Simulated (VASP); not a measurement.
Input of a VASP 6.6.1 run:

Contents of INCAR:

```
SYSTEM = Te
  ALGO = Normal
  EDIFF = 1E-7
  ENCUT = 520
  ISIF = 2
  ISMEAR = 0
  LASPH = .True.
  LCHARG = .False.
  LMIXTAU = .True.
  LREAL = .False.
  LWAVE = .False.
  METAGGA = R2SCAN
  NBANDS = 16
  NELM = 80
  PREC = Accurate
  SIGMA = 0.03
```

KPOINTS

```
k-points
0
Gamma
  9 9 6
  0 0 0
```

Contents of POSCAR:

```
Te                                      
1.0
    4.3110269616      0.0000000000      0.0000000000
   -2.1555134808      3.7334588665     -0.0000000000
   -0.0000000000     -0.0000000000      5.9737351074
  Te            
     3
Direct
     0.2853094640107167    0.0000000000000000    0.3333333300000021
     0.0000000000000071    0.2853094640107381    0.6666666699999979
     0.7146905359892690    0.7146905359892619    0.0000000000000000
```

File KPOINTS_OPT:

```
explicit points
141
Reciprocal
 0.0000000000  0.0000000000  0.0000000000 1
 0.0357142857  0.0000000000  0.0000000000 1
 0.0714285714  0.0000000000  0.0000000000 1
 0.1071428571  0.0000000000  0.0000000000 1
 0.1428571429  0.0000000000  0.0000000000 1
 0.1785714286  0.0000000000  0.0000000000 1
[... 133 lines left out ...]
 0.5000000000  0.0000000000  0.5000000000 1
 0.5000000000  0.0000000000  0.0000000000 1
```

Potentials or basis: VASP PAW PBE potentials, release 64 (Te).

The run is started by

```console
$ cat potpaw_PBE.64/Te/POTCAR > POTCAR
$ mpirun -np 1 vasp_std > vasp.out
```

(1) Estimate the largest force.

(2) Predict the pressure.

## Answers

(1) 0.179 eV/Å.

(2) 1.9 GPa.

Caveat: the PAW data sets were made with another functional, which shifts forces and pressure a little.
